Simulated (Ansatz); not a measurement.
# Si2Mo: equation of state, part 2 of 2

How stiff is Si2Mo, and at what volume does the pressure vanish? The cell is scaled evenly, atoms carried along, and solved with LAPW, PAW and all-electron datasets made for the crystal.

Ansatz 0.2.0; DFT PBE; a database cell (COD). «Crystal datasets» are all-electron PAW datasets made for this crystal.

**9. Volume × 1.02, PAW**

File input.yaml:

```yaml
crystal:
  lattice:
    - [-1.6105963353, 1.6105963353, 3.9565305599]
    - [1.6105963353, -1.6105963353, 3.9565305599]
    - [1.6105963353, 1.6105963353, -3.9565305599]
  atoms:
    - { symbol: Si, position: [0.333, 0.333, 0.0] }
    - { symbol: Si, position: [0.667, 0.667, 0.0] }
    - { symbol: Mo, position: [0.0, 0.0, 0.0] }
kpoints:
  mp_grid: { grid: [12, 12, 16] }
scf:
  occupations: { method: fermi_dirac, width: 0.03 }
hamiltonian:
  xc: pbe
  pseudopotentials: { kind: paw }
output:
  forces: true
  stress: true
  eigenvalues: true
  efg: { contact_densities: true }
  write_density: true
  write_potential: true
  elf: true
  volumetric_format: npy
```

The run is started by

```bash
> ansatz run input.yaml --threads 1 --pin off --max-ram 6144MiB --backend cpu --events-out ev --progress --plain --runs-dir out
```

What it wrote (excerpt; [...] marks lines left out):

```text
Warning: crystal.symmetry: narrowed to the stabiliser of the k-point mesh — unitary ops 16 → 4; excluded 12 operations that carry a point of the 12×12×16 mesh (shift [0, 0, 0]) off the mesh (the run samples exactly the mesh kpoints.mp_grid names, as under crystal.symmetry.detect: false, [...]
Mo: output.efg is read without spin–orbit coupling, which moves field gradients at and beside such atoms by some per cent and up to a factor of two; PAW files take it under magnetization.noncollinear and magnetization.spin_orbit
[...]
Pseudopotentials: kind: paw
Pseudopotential: Si, paw, valence charge 4, recommended cutoff 420 eV (normal)
Pseudopotential: Mo, paw, valence charge 14, recommended cutoff 420 eV (normal)
Functional definition: PBE
[...]
Crystal: 3 atoms, lattice volume = 41.053 Å³
Basis set: ecut = 420 eV, 793 PW (Γ), exchange–correlation on 64×64×64 points (8 copies of the dense FFT grid, shifted against one another)
[...]
  atom   2  Si    -0.00066365    -0.00066365    -0.31442917
  atom   3  Mo     0.00000000    -0.00000000     0.00000000
[...]
--- Stress (GPa, compression-positive) ---
       -1.325089       0.006788      -0.005181
        0.006788      -1.325089      -0.005181
       -0.005182      -0.005182      -3.064567
  P = ⅓ Tr σ = -1.9049 GPa (-19.049 kbar)
--- PAW observables at the nuclei: V_zz in 10²¹ V/m², potentials from the cell's mean, atoms counted from 1 ---
  atom   1  Si V_zz =    -1.114868   η = 0.0094   by run symmetry: allowed
            electrostatic potential = -1367.686028 V   contact ρ = 12810.799684 e/Å³
  atom   2  Si V_zz =    -1.114868   η = 0.0094   by run symmetry: allowed
            electrostatic potential = -1367.686028 V   contact ρ = 12810.799684 e/Å³
  atom   3  Mo V_zz =    -5.563665   η = 0.0119   by run symmetry: allowed
            electrostatic potential = -6357.423257 V   contact ρ = 595247.625230 e/Å³
--- Band table (eV; the first three rows and the last of 632) ---
  k-point 0: bands = ["-45.1442", "-19.2935", "-19.2022", "-19.2012", "2.3120", "9.4028", "12.1229", "12.6916", "13.0139", "13.0144", "16.0186", "18.5705", "18.7985", "19.1959", "19.1964"]
[...]
```

Run time: 20 s. Hardware: 1 thread of Intel Xeon Platinum 8488C (Sapphire Rapids), shared host; peak memory 0.68 GiB.

Result: pressure -1.90 GPa; no gap; largest force 0.314 eV/Å; Vzz Si1 -1.1, Mo3 -5.6 (10²¹ V/m²).

**10. Volume × 1.02, crystal datasets**

Edit input.yaml of step 9 so:

```diff
@@ -15,3 +15,3 @@
   xc: pbe
-  pseudopotentials: { kind: paw }
+  pseudopotentials: { kind: all_electron, datasets: crystal }
 output:
@@ -21,5 +21 @@
   efg: { contact_densities: true }
-  write_density: true
-  write_potential: true
-  elf: true
-  volumetric_format: npy
```

The run is started by

```bash
> ansatz run input.yaml --threads 1 --pin off --max-ram 6144MiB --backend cpu --events-out ev --progress --plain --runs-dir out
```

What it wrote (excerpt; [...] marks lines left out):

```text
Warning: crystal.symmetry: narrowed to the stabiliser of the k-point mesh — unitary ops 16 → 4; excluded 12 operations that carry a point of the 12×12×16 mesh (shift [0, 0, 0]) off the mesh (the run samples exactly the mesh kpoints.mp_grid names, as under crystal.symmetry.detect: false, [...]
Mo: output.efg is read without spin–orbit coupling, which moves field gradients at and beside such atoms by some per cent and up to a factor of two; PAW files take it under magnetization.noncollinear and magnetization.spin_orbit
[...]
[... 4 set-up lines as earlier in the session ...]
[...]
Crystal: 3 atoms, lattice volume = 41.053 Å³
[...]
  atom   2  Si    -0.00065890    -0.00065890    -0.31377380
  atom   3  Mo     0.00000000    -0.00000000     0.00000000
[...]
--- Stress (GPa, compression-positive) ---
       -1.295510       0.006924      -0.005150
        0.006924      -1.295510      -0.005150
       -0.005150      -0.005150      -3.027187
  P = ⅓ Tr σ = -1.8727 GPa (-18.727 kbar)
  It holds what live shells' own plane waves past their cutoff add
--- PAW observables at the nuclei: V_zz in 10²¹ V/m², potentials from the cell's mean, atoms counted from 1 ---
  atom   1  Si V_zz =    -1.100152   η = 0.0094   by run symmetry: allowed
            electrostatic potential = -1367.577955 V   contact ρ = 12819.781191 e/Å³
  atom   2  Si V_zz =    -1.100152   η = 0.0094   by run symmetry: allowed
            electrostatic potential = -1367.577955 V   contact ρ = 12819.781191 e/Å³
  atom   3  Mo V_zz =    -5.607623   η = 0.0119   by run symmetry: allowed
            electrostatic potential = -6357.505307 V   contact ρ = 595301.731745 e/Å³
--- Band table (eV; the first three rows and the last of 632) ---
  k-point 0: bands = ["4.4069", "11.4970", "14.2161", "14.7871", "15.1092", "15.1097", "18.1145", "20.6643", "20.8952"]
[...]
```

Run time: 45 s. Hardware: 1 thread of Intel Xeon Platinum 8488C (Sapphire Rapids), shared host; peak memory 1.2 GiB.

Result: pressure -1.87 GPa; no gap; largest force 0.314 eV/Å; Vzz Si1 -1.1, Mo3 -5.6 (10²¹ V/m²).

**11. Volume × 1.06, LAPW**

File input.yaml:

```yaml
crystal:
  lattice:
    - [-1.6313805159, 1.6313805159, 4.0075881985]
    - [1.6313805159, -1.6313805159, 4.0075881985]
    - [1.6313805159, 1.6313805159, -4.0075881985]
  atoms:
    - { symbol: Si, position: [0.333, 0.333, 0.0] }
    - { symbol: Si, position: [0.667, 0.667, 0.0] }
    - { symbol: Mo, position: [0.0, 0.0, 0.0] }
kpoints:
  mp_grid: { grid: [12, 12, 16] }
  band_path:
    path:
      - [0.0, 0.0, 0.0]
      - [0.0, 0.0, 0.5]
      - [0.25, 0.25, 0.25]
      - [0.0, 0.5, 0.0]
      - [0.0, 0.0, 0.0]
      - [0.5, 0.5, -0.5]
      - [0.2914270847, 0.7085729153, -0.2914270847]
      - [-0.2914270847, 0.2914270847, 0.2914270847]
      - [0.0, 0.0, 0.0]
    npoints: 5
scf:
  occupations: { method: fermi_dirac, width: 0.03 }
hamiltonian:
  xc: pbe
  pseudopotentials: { kind: all_electron, lapw: { basis_error: 0.001 } }
output:
  forces: true
  stress: true
  eigenvalues: true
```

The run is started by

```bash
> ansatz run input.yaml --threads 1 --pin off --max-ram 6144MiB --backend cpu --events-out ev --progress --plain --runs-dir out
```

What it wrote (excerpt; [...] marks lines left out):

```text
Warning: crystal.symmetry: narrowed to the stabiliser of the k-point mesh — unitary ops 16 → 4; excluded 12 operations that carry a point of the 12×12×16 mesh (shift [0, 0, 0]) off the mesh (the run samples exactly the mesh kpoints.mp_grid names, as under crystal.symmetry.detect: false, [...]
LAPW: plane waves up to 7.479 Å⁻¹, error target 1.0e-3 eV per atom; small_component_spin mean_spin; Si in spheres of 1.187 Å, 12 of its electrons in bands, Dirac shells []; Mo in spheres of 1.480 Å, 24 of its electrons in bands, Dirac shells []
[...]
[... 4 set-up lines as earlier in the session ...]
[...]
Crystal: 3 atoms, lattice volume = 42.663 Å³
Basis set: ecut = 213.11503426730252 eV, 309 PW (Γ), FFT grids on a1+a3, a2+a3, a3, exchange–correlation at level 2
[...]
k-points: 632 of 2304
[...]
SCF iter   1: F=—  HF=-125964.704459 eV  |F-HF|=—  |Δ(HF+E_count)|=         —  Δρ=4.14e-2  dr2=9.22e-1  ethr=1.91e-3  ⟨swp⟩=2.0  Hψ=121633  notcnv=0
[...]
the basis was enlarged: its passes take 440.1 KiB over the memory plan, 1 of 1 planned eigensolver slots
[...]
SCF iter  10: F=-125963.802775 eV  HF=-125963.802775 eV  |F-HF|=1.98e-8  |Δ(HF+E_count)|=   5.71e-8  Δρ=3.81e-6  dr2=1.41e-8  ethr=4.88e-10  ⟨swp⟩=2.0  Hψ=52405  notcnv=0
[...]
NSCF: frozen V_eff on 41 k-points
SCF converged after 10 iterations
Free energy (F): -125963.802775 eV
[...]
E sigma→0 (E₀):  -125963.802370 eV
Entropy (-TS):   -0.000812 eV (-0.271 meV/atom)
Fermi energy:    16.963154 eV
[...]
--- Forces (eV/Å), atoms counted from 1 ---
  atom   1  Si     0.00058898     0.00058898     0.36926805
  atom   2  Si    -0.00058898    -0.00058898    -0.36926805
  atom   3  Mo     0.00000000    -0.00000000     0.00000000
[...]
--- Stress (GPa, compression-positive) ---
       -8.050135      -0.001663      -0.004503
       -0.001663      -8.050135      -0.004503
       -0.004503      -0.004503     -10.616997
  P = ⅓ Tr σ = -8.9058 GPa (-89.058 kbar)
--- Band table (eV; the first three rows and the last of 632) ---
[...]
```

Run time: 2 min. Hardware: 1 thread of Intel Xeon Platinum 8488C (Sapphire Rapids), shared host; peak memory 1.7 GiB.

Read from it: pressure -8.91 GPa; no gap; largest force 0.369 eV/Å.

**12. Volume × 1.06, PAW**

File input.yaml:

```yaml
crystal:
  lattice:
    - [-1.6313805159, 1.6313805159, 4.0075881985]
    - [1.6313805159, -1.6313805159, 4.0075881985]
    - [1.6313805159, 1.6313805159, -4.0075881985]
  atoms:
    - { symbol: Si, position: [0.333, 0.333, 0.0] }
    - { symbol: Si, position: [0.667, 0.667, 0.0] }
    - { symbol: Mo, position: [0.0, 0.0, 0.0] }
kpoints:
  mp_grid: { grid: [12, 12, 16] }
scf:
  occupations: { method: fermi_dirac, width: 0.03 }
hamiltonian:
  xc: pbe
  pseudopotentials: { kind: paw }
output:
  forces: true
  stress: true
  eigenvalues: true
  efg: { contact_densities: true }
```

The run is started by

```bash
> ansatz run input.yaml --threads 1 --pin off --max-ram 6144MiB --backend cpu --events-out ev --progress --plain --runs-dir out
```

What it wrote (excerpt; [...] marks lines left out):

```text
Warning: crystal.symmetry: narrowed to the stabiliser of the k-point mesh — unitary ops 16 → 4; excluded 12 operations that carry a point of the 12×12×16 mesh (shift [0, 0, 0]) off the mesh (the run samples exactly the mesh kpoints.mp_grid names, as under crystal.symmetry.detect: false, [...]
Mo: output.efg is read without spin–orbit coupling, which moves field gradients at and beside such atoms by some per cent and up to a factor of two; PAW files take it under magnetization.noncollinear and magnetization.spin_orbit
[...]
[... 4 set-up lines as earlier in the session ...]
[...]
Crystal: 3 atoms, lattice volume = 42.663 Å³
Basis set: ecut = 420 eV, 849 PW (Γ), FFT grids on a1+a3, a2+a3, a3, exchange–correlation on 48×48×64 points (8 copies of the dense FFT grid, shifted against one another)
[...]
  atom   2  Si    -0.00059387    -0.00059387    -0.36974096
  atom   3  Mo    -0.00000000    -0.00000000     0.00000000
[...]
--- Stress (GPa, compression-positive) ---
       -8.081792      -0.001771      -0.004544
       -0.001771      -8.081792      -0.004544
       -0.004544      -0.004544     -10.657652
  P = ⅓ Tr σ = -8.9404 GPa (-89.404 kbar)
--- PAW observables at the nuclei: V_zz in 10²¹ V/m², potentials from the cell's mean, atoms counted from 1 ---
  atom   1  Si V_zz =    -1.020760   η = 0.0137   by run symmetry: allowed
            electrostatic potential = -1366.793311 V   contact ρ = 12811.216481 e/Å³
  atom   2  Si V_zz =    -1.020760   η = 0.0137   by run symmetry: allowed
            electrostatic potential = -1366.793311 V   contact ρ = 12811.216481 e/Å³
  atom   3  Mo V_zz =    -5.095989   η = 0.0130   by run symmetry: allowed
            electrostatic potential = -6356.501490 V   contact ρ = 595246.221749 e/Å³
--- Band table (eV; the first three rows and the last of 632) ---
  k-point 0: bands = ["-45.8921", "-20.0169", "-19.9427", "-19.9417", "1.9109", "8.9415", "11.3739", "12.1651", "12.4210", "12.4216", "15.3017", "17.6442", "18.2322", "18.3899", "18.3904"]
[...]
```

Wall time 15 s (1 thread of Intel Xeon Platinum 8488C (Sapphire Rapids), shared host); peak memory 0.67 GiB.

Read from it: pressure -8.94 GPa; no gap; largest force 0.370 eV/Å; Vzz Si1 -1.0, Mo3 -5.1 (10²¹ V/m²).

**13. Volume × 1.06, crystal datasets**

Edit input.yaml of step 12 so:

```diff
@@ -15,3 +15,3 @@
   xc: pbe
-  pseudopotentials: { kind: paw }
+  pseudopotentials: { kind: all_electron, datasets: crystal }
 output:
```

The run is started by

```bash
> ansatz run input.yaml --threads 1 --pin off --max-ram 6144MiB --backend cpu --events-out ev --progress --plain --runs-dir out
```

What it wrote (excerpt; [...] marks lines left out):

```text
Warning: crystal.symmetry: narrowed to the stabiliser of the k-point mesh — unitary ops 16 → 4; excluded 12 operations that carry a point of the 12×12×16 mesh (shift [0, 0, 0]) off the mesh (the run samples exactly the mesh kpoints.mp_grid names, as under crystal.symmetry.detect: false, [...]
Mo: output.efg is read without spin–orbit coupling, which moves field gradients at and beside such atoms by some per cent and up to a factor of two; PAW files take it under magnetization.noncollinear and magnetization.spin_orbit
[...]
[... 4 set-up lines as earlier in the session ...]
[...]
Crystal: 3 atoms, lattice volume = 42.663 Å³
[...]
  atom   2  Si    -0.00058922    -0.00058922    -0.36912572
  atom   3  Mo    -0.00000000    -0.00000000     0.00000000
[...]
--- Stress (GPa, compression-positive) ---
       -8.049671      -0.001674      -0.004512
       -0.001674      -8.049671      -0.004512
       -0.004512      -0.004512     -10.616080
  P = ⅓ Tr σ = -8.9051 GPa (-89.051 kbar)
  It holds what live shells' own plane waves past their cutoff add
--- PAW observables at the nuclei: V_zz in 10²¹ V/m², potentials from the cell's mean, atoms counted from 1 ---
  atom   1  Si V_zz =    -1.007386   η = 0.0138   by run symmetry: allowed
            electrostatic potential = -1366.726933 V   contact ρ = 12820.195305 e/Å³
  atom   2  Si V_zz =    -1.007386   η = 0.0138   by run symmetry: allowed
            electrostatic potential = -1366.726933 V   contact ρ = 12820.195305 e/Å³
  atom   3  Mo V_zz =    -5.144649   η = 0.0129   by run symmetry: allowed
            electrostatic potential = -6356.605408 V   contact ρ = 595300.335871 e/Å³
--- Band table (eV; the first three rows and the last of 632) ---
  k-point 0: bands = ["3.9274", "10.9572", "13.3892", "14.1820", "14.4379", "14.4385", "17.3192", "19.6603", "20.2502"]
[...]
```

Wall time 39 s (1 thread of Intel Xeon Platinum 8488C (Sapphire Rapids), shared host); peak memory 1.2 GiB.

Read from it: pressure -8.91 GPa; no gap; largest force 0.369 eV/Å; Vzz Si1 -1.0, Mo3 -5.1 (10²¹ V/m²).

**14. All volumes together**

| method | volume (Å³/atom) | F above the lowest (meV/atom) | pressure (GPa) | largest force (eV/Å) | Vzz Si1 (10²¹ V/m²) | Vzz Mo3 (10²¹ V/m²) |
| --- | --- | --- | --- | --- | --- | --- |
| LAPW | 12.879 | 23.5 | 11.98 | 0.217 | – | – |
| LAPW | 13.282 | 3.1 | 4.50 | 0.268 | – | – |
| LAPW | 13.684 | 0.0 | -1.87 | 0.314 | – | – |
| LAPW | 14.221 | 18.5 | -8.91 | 0.369 | – | – |
| PAW | 12.879 | 23.4 | 11.96 | 0.217 | -1.28 | -6.34 |
| PAW | 13.282 | 3.0 | 4.47 | 0.268 | -1.19 | -5.94 |
| PAW | 13.684 | 0.0 | -1.90 | 0.314 | -1.11 | -5.56 |
| PAW | 14.221 | 18.6 | -8.94 | 0.370 | -1.02 | -5.10 |
| crystal datasets | 12.879 | – | 11.98 | 0.217 | -1.27 | -6.38 |
| crystal datasets | 13.282 | – | 4.50 | 0.267 | -1.18 | -5.98 |
| crystal datasets | 13.684 | – | -1.87 | 0.314 | -1.10 | -5.61 |
| crystal datasets | 14.221 | – | -8.91 | 0.369 | -1.01 | -5.14 |

**15. Summary of results**

The summary covers parts 1 to 2.

```
                                  quantity           value
                 equilibrium volume (LAPW)  13.559 Å³/atom
                       bulk modulus (LAPW)         208 GPa
            its pressure derivative (LAPW)             4.4
                  equilibrium volume (PAW)  13.557 Å³/atom
                        bulk modulus (PAW)         208 GPa
             its pressure derivative (PAW)             4.5
     equilibrium volume (crystal datasets)  13.559 Å³/atom
           bulk modulus (crystal datasets)         208 GPa
its pressure derivative (crystal datasets)             4.4
```

What this shows: By LAPW, the pressure vanishes at 13.56 Å³/atom (+1.1 % from the starting cell) and the bulk modulus there is 208 GPa (Birch-Murnaghan, third order). Shape and positions are held, so a fully relaxed modulus can be lower. PAW's volume lies -0.02 % and its modulus +0.1 % from LAPW's. No thermal or zero-point expansion is included. The k mesh doesn't keep the crystal's whole symmetry, which leaves small spurious terms.
